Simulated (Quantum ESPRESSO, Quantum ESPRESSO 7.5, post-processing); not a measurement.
**2H-WS2, 3 layers, AA' stacking against a metal electrode, stepped through the charge of the slab**

Wanted: a table for 2H-WS2, 3 layers, AA' stacking against a metal electrode against the charge of the slab, and what can be fitted to it.

Calculated with Quantum ESPRESSO 7.5; plane-wave DFT, PBE, GBRV ultrasoft pseudopotentials (geometry by pw.x at PBE-D3(BJ), GBRV ultrasoft).

Most raw output is cut from this account.

### Step 1. The starting structure

The cell holds 9 atoms: 6 S and 3 W. Its edges and angles: a = 3.180 Å, b = 3.180 Å, c = 32.827 Å, α = 90.0°, β = 90.0°, γ = 120.0°. It derives from WS2. Vacuum lies along c.

Set-up: The slab is relaxed neutral under PBE-D3(BJ), then held. ESM with bc3: vacuum below and a metal electrode about 6 Å above the top atoms. Fermi-Dirac smearing of 0.004 Ry and a dense mesh. Charges are set per cell from the starting area.

Members 2, 3, 4.5, 6, 7 and 8 took the same steps and show in the table alone.

### Step 2. Relaxing cell and ions of the reference

What the set-up leaves free in this member is relaxed.

ref.relax.in reads:

```
&control
  prefix = 'ref.relax'
  outdir = './out'
  pseudo_dir = './pseudo'
  nstep = 80
  forc_conv_thr = 0.0004
  calculation = 'vc-relax'
  etot_conv_thr = 1e-06
/
&system
  ibrav = 0
  nat = 9
  ntyp = 2
  ecutwfc = 50
  ecutrho = 250
  vdw_corr = 'grimme-d3'
  dftd3_version = 4
  occupations = 'smearing'
  smearing = 'fd'
  degauss = 0.004
/
&electrons
  conv_thr = 1e-09
  mixing_beta = 0.4
  electron_maxstep = 120
  mixing_mode = 'plain'
/
&ions
/
&cell
  cell_dofree = '2Dxy'
  press_conv_thr = 0.3
/
ATOMIC_SPECIES
  S   32.0600  s_pbe_v1.4.uspp.F.UPF
  W   183.8400  w_pbe_v1.2.uspp.F.UPF
CELL_PARAMETERS angstrom
  3.18000000000000 0.00000000000000 0.00000000000000
  -1.59000000000000 2.75396078403451 0.00000000000000
  0.00000000000000 0.00000000000000 32.82686069725687
ATOMIC_POSITIONS crystal
  S   0.333333333300 0.666666666700 0.243702864973
  W   0.000000000000 0.000000000000 0.296641527986
  S   0.333333333300 0.666666666700 0.349580190998
  S   0.000000000000 0.000000000000 0.447061336988
  W   0.333333333300 0.666666666700 0.500000000000
  S   0.000000000000 0.000000000000 0.552938663012
  S   0.333333333300 0.666666666700 0.650419809002
  W   0.000000000000 0.000000000000 0.703358472014
  S   0.333333333300 0.666666666700 0.756297135027
K_POINTS automatic
  12 12 1 0 0 0
```

Run with:

```console
$ OMP_NUM_THREADS=1 mpirun -n 8 pw.x -nk 8 -in ref.relax.in > ref.relax.out
```

It took 28 min on 8 MPI ranks of AMD EPYC 7R43, shared host; peak memory 2.3 GiB.

The steps of the relaxation (22 of 29):

| step | energy less that of the first step (eV) | largest force (eV/Å) | volume (Å³) |
| --- | --- | --- | --- |
| 1 | 0.0000 | 2.6631 | 287.48 |
| 2 | -0.8703 | 1.7860 | 281.79 |
| 4 | -1.3869 | 0.0918 | 277.22 |
| 5 | -1.4046 | 0.0368 | 278.92 |
| 6 | -1.4169 | 0.0407 | 280.80 |
| 8 | -1.4231 | 0.0389 | 283.31 |
| 9 | -1.4233 | 0.0379 | 283.36 |
| 10 | -1.4236 | 0.0369 | 283.42 |
| 12 | -1.4248 | 0.0387 | 283.55 |
| 13 | -1.4259 | 0.0402 | 283.64 |
| 14 | -1.4276 | 0.0421 | 283.76 |
| 16 | -1.4337 | 0.0479 | 284.10 |
| 17 | -1.4390 | 0.0540 | 284.36 |
| 18 | -1.4468 | 0.0593 | 284.70 |
| 20 | -1.4722 | 0.0720 | 285.75 |
| 21 | -1.4879 | 0.0798 | 286.50 |
| 22 | -1.4929 | 0.0755 | 287.02 |
| 24 | -1.4997 | 0.0337 | 285.58 |
| 25 | -1.5035 | 0.0273 | 283.97 |
| 26 | -1.5043 | 0.0168 | 283.57 |
| 28 | -1.5044 | 0.0025 | 283.60 |
| 29 | -1.5021 | 0.0024 | 283.60 |

| cell as run | before | after | change |
| --- | --- | --- | --- |
| a (Å) | 3.180 | 3.158 | -0.7 % |
| b (Å) | 3.180 | 3.158 | -0.7 % |

The atoms that moved most (Å, along periodic axes as changes of fractional coordinates times the final cell, across vacuum about the mean position):

| atom | dx | dy | dz | length |
| --- | --- | --- | --- | --- |
| S1 | 0.000 | 0.000 | 0.711 | 0.711 |
| S9 | 0.000 | 0.000 | -0.711 | 0.711 |
| W2 | 0.000 | 0.000 | 0.550 | 0.550 |
| W8 | 0.000 | 0.000 | -0.550 | 0.550 |
| S7 | 0.000 | 0.000 | -0.389 | 0.389 |
| S3 | 0.000 | 0.000 | 0.389 | 0.389 |
| S6 | 0.000 | 0.000 | -0.162 | 0.162 |
| S4 | 0.000 | 0.000 | 0.162 | 0.162 |

 The last row is no step: it is a fresh SCF in the final cell with a new plane-wave basis, +2 meV from the row before.

Numbers from this step:

```
free energy  : -8473.5429 eV
Fermi energy : 4.839 eV
```

### Step 3. Ground state, 0 ×10¹³ e/cm²

A run under open boundaries on these atoms gives the vacuum levels.

Level of this step: plane-wave DFT, PBE, GBRV ultrasoft pseudopotentials (Quantum ESPRESSO 7.5).

m2.esm.in reads:

```
&control
  prefix = 'm2.esm'
  outdir = './out'
  pseudo_dir = './pseudo'
  calculation = 'scf'
  tprnfor = .true.
/
&system
  ibrav = 0
  nat = 9
  ntyp = 2
  ecutwfc = 40
  ecutrho = 200
  occupations = 'smearing'
  smearing = 'fd'
  degauss = 0.004
  assume_isolated = 'esm'
  esm_bc = 'bc3'
  tot_charge = 0.0
/
&electrons
  conv_thr = 1e-08
  mixing_beta = 0.4
  electron_maxstep = 120
  mixing_mode = 'plain'
/
ATOMIC_SPECIES
  S   32.0600  s_pbe_v1.4.uspp.F.UPF
  W   183.8400  w_pbe_v1.2.uspp.F.UPF
CELL_PARAMETERS angstrom
  3.15843329000000 0.00000000000000 0.00000000000000
  -1.57921664500000 2.73528346500000 0.00000000000000
  0.00000000000000 0.00000000000000 32.82686069700000
ATOMIC_POSITIONS crystal
  S   0.333333333300 0.666666666700 -0.173724826656
  W   0.000000000000 0.000000000000 -0.125665038056
  S   0.333333333300 0.666666666700 -0.077652609756
  S   0.000000000000 0.000000000000 0.012924940144
  W   0.333333333300 0.666666666700 0.060925716244
  S   0.000000000000 0.000000000000 0.108926492344
  S   0.333333333300 0.666666666700 0.199504042244
  W   0.000000000000 0.000000000000 0.247516470544
  S   0.333333333300 0.666666666700 0.295576259144
K_POINTS automatic
  24 24 1 0 0 0
```

Run with:

```console
$ OMP_NUM_THREADS=1 mpirun -n 8 pw.x -nk 8 -in m2.esm.in > m2.esm.out
```

It took 3 min on 8 MPI ranks; peak memory 2.1 GiB.

Read from the output:

```
Fermi energy                                                   : -4.625 eV
vacuum line at the lower end of the cell, over the Fermi level : 4.625 eV
slope of the potential above                                   : -6.33e-6 eV/Å
vacuum line at the upper end of the cell, over the Fermi level : 4.624 eV
```

The potential energy, planar mean oscillates, so the rows of the table below give means over windows of 2 Å about each position, cut where the curve ends. Its maxima inside the range that stand out by 2 % of the span (Å: eV): -5.0: -7.26, -3.3: -7.38, -1.0: 3.67, 1.1: -7.30, 2.9: -7.32, 5.0: 3.67, 7.3: -7.35, 9.0: -7.25. Its minima: -5.7: -14.8, -4.1: -13.5, -2.6: -14.7, 0.5: -14.8, 2.0: -13.5, 3.5: -14.8, 6.6: -14.8, 8.1: -13.5, 9.7: -14.8.

Electrostatic potential energy of an electron; zero at the Fermi level. Potential energy, planar mean against z; means over each step:

z (Å), potential energy, planar mean (eV) and a bar from the least value:
```
      -16        4.6 ##############################
      -14        4.6 ##############################
      -12        4.6 ##############################
      -10        4.6 ##############################
       -8        4.5 ##############################
       -6       -6.4 ########
       -4      -10.4 
       -2       -5.0 ###########
        0       -5.8 #########
        2      -10.3 
        4       -5.8 #########
        6       -5.0 ###########
        8      -10.4 
       10       -6.4 ########
       12        4.5 ##############################
       14        4.6 ##############################
       16        4.6 ##############################
```

Inside the slab this potential holds the local part of the pseudopotentials, which can be repulsive at the nuclei; only its value in the vacuum has a meaning of its own.

### Step 4. Ground state, 1 ×10¹³ e/cm²

m3.esm.in is the input of step 3 with these lines changed:

```diff
@@ -1,3 +1,3 @@
 &control
-  prefix = 'm2.esm'
+  prefix = 'm3.esm'
   outdir = './out'
@@ -18,3 +18,3 @@
   esm_bc = 'bc3'
-  tot_charge = 0.0
+  tot_charge = 0.00876
 /
@@ -25,2 +25,3 @@
   mixing_mode = 'plain'
+  startingpot = 'file'
 /
```

Run with:

```console
$ cp -r out/m2.esm.save out/m3.esm.save
$ OMP_NUM_THREADS=1 mpirun -n 8 pw.x -nk 8 -in m3.esm.in > m3.esm.out
```

It took 4.6 min on 8 MPI ranks; peak memory 2.1 GiB; 37 min of CPU time.

This step gave:

```
Fermi energy                                                   : -6.303 eV
vacuum line at the lower end of the cell, over the Fermi level : 5.100 eV
slope of the potential above                                   : 0.1830 eV/Å
vacuum line at the upper end of the cell, over the Fermi level : 6.302 eV
```

Inside the slab this potential holds the local part of the pseudopotentials, which can be repulsive at the nuclei; only its value in the vacuum has a meaning of its own.

### Step 5. SCF with pw.x, -1.5 ×10¹³ e/cm²

m1.esm.in is the input of step 4 with these lines changed:

```diff
@@ -1,3 +1,3 @@
 &control
-  prefix = 'm3.esm'
+  prefix = 'm1.esm'
   outdir = './out'
@@ -18,3 +18,3 @@
   esm_bc = 'bc3'
-  tot_charge = 0.00876
+  tot_charge = -0.01314
 /
```

Run with:

```console
$ cp -r out/m2.esm.save out/m1.esm.save
$ OMP_NUM_THREADS=1 mpirun -n 8 pw.x -nk 8 -in m1.esm.in > m1.esm.out
```

Run time: 8.7 min. Hardware: 8 MPI ranks; peak memory 1.9 GiB; 70 min of CPU time.

This step gave:

```
Fermi energy                                                   : -2.422 eV
vacuum line at the lower end of the cell, over the Fermi level : 4.167 eV
slope of the potential above                                   : -0.2746 eV/Å
vacuum line at the upper end of the cell, over the Fermi level : 2.422 eV
```

Inside the slab this potential holds the local part of the pseudopotentials, which can be repulsive at the nuclei; only its value in the vacuum has a meaning of its own.

### Step 6. SCF with pw.x, -3 ×10¹³ e/cm²

m0.esm.in is the input of step 5 with these lines changed:

```diff
@@ -1,3 +1,3 @@
 &control
-  prefix = 'm1.esm'
+  prefix = 'm0.esm'
   outdir = './out'
@@ -18,3 +18,3 @@
   esm_bc = 'bc3'
-  tot_charge = -0.01314
+  tot_charge = -0.02627
 /
```

Run with:

```console
$ cp -r out/m1.esm.save out/m0.esm.save
$ OMP_NUM_THREADS=1 mpirun -n 8 pw.x -nk 8 -in m0.esm.in > m0.esm.out
```

Run time: 6.9 min. Hardware: 8 MPI ranks; peak memory 2.1 GiB.

Read from the output:

```
Fermi energy                                                   : -0.8 eV
vacuum line at the lower end of the cell, over the Fermi level : 4.186 eV
slope of the potential above                                   : -0.5489 eV/Å
vacuum line at the upper end of the cell, over the Fermi level : 0.8011 eV
```

Inside the slab this potential holds the local part of the pseudopotentials, which can be repulsive at the nuclei; only its value in the vacuum has a meaning of its own.

### Step 7. The series side by side

The series in one table:

| the charge of the slab (positive: electrons removed) | electrode's level over the Fermi level (eV) | far face's level over the Fermi level (eV) | field in the gap (eV/Å) |
| --- | --- | --- | --- |
| -3 ×10¹³ e/cm² | 0.8011 | 4.186 | -0.5489 |
| -1.5 ×10¹³ e/cm² | 2.422 | 4.167 | -0.2746 |
| 0 ×10¹³ e/cm² | 4.624 | 4.625 | -6.334e-06 |
| 1 ×10¹³ e/cm² | 6.302 | 5.1 | 0.183 |
| 2 ×10¹³ e/cm² | 7.468 | 5.127 | 0.3661 |
| 3 ×10¹³ e/cm² | 8.597 | 5.127 | 0.5489 |
| 4.5 ×10¹³ e/cm² | 10.26 | 5.142 | 0.8235 |
| 6 ×10¹³ e/cm² | 11.91 | 5.153 | 1.098 |
| 7 ×10¹³ e/cm² | 13 | 5.163 | 1.281 |
| 8 ×10¹³ e/cm² | 14.09 | 5.173 | 1.464 |

### Step 8. By hand

Last interval: C = Δσ/ΔV = 0.00101 e/Å² / 1.090 V × 1602 = 1.49 µF/cm².

### Step 9. What came out

| Property | Result |
| --- | --- |
| mean capacitance at positive charge | 1.39 μF/cm² |
| effective gap ε₀/C | 6.38 Å |
| top atoms to electrode | 6.71 Å |

In words: The series holds 10 members; mean capacitance at positive charge: 1.39 μF/cm²; effective gap ε₀/C: 6.38 Å; top atoms to electrode: 6.71 Å (PBE, GBRV ultrasoft). Interval by interval C lies between 0.97 and 1.50 µF/cm², least between 0 and 1×10¹³ e/cm², where the slab has few states at the Fermi level. The far face's level moves by 1.01 eV over the series, so the slab's own states take part of the voltage. The labels count charge on the starting cell; on the relaxed cell the densities are 1.014 times as large. Vacuum fills the gap; ions don't answer the charge; added electrons can spill towards the electrode at the most negative charges.

[Logs are printed without paths, hosts, clocks, repeated set-up lines and the standing remarks that a program may print on its own settings, such as how far it seeks lower states.]

[Hosts, paths, dates, database ids (printed as entryN), source tags and the programs' standing remarks are cut or masked in the printed files.]

[Maps of the electrostatic potential energy from Ansatz leave out the sawtooth potential of an applied field or a dipole correction, so their vacuum need not be flat; planar profiles and work functions include it.]
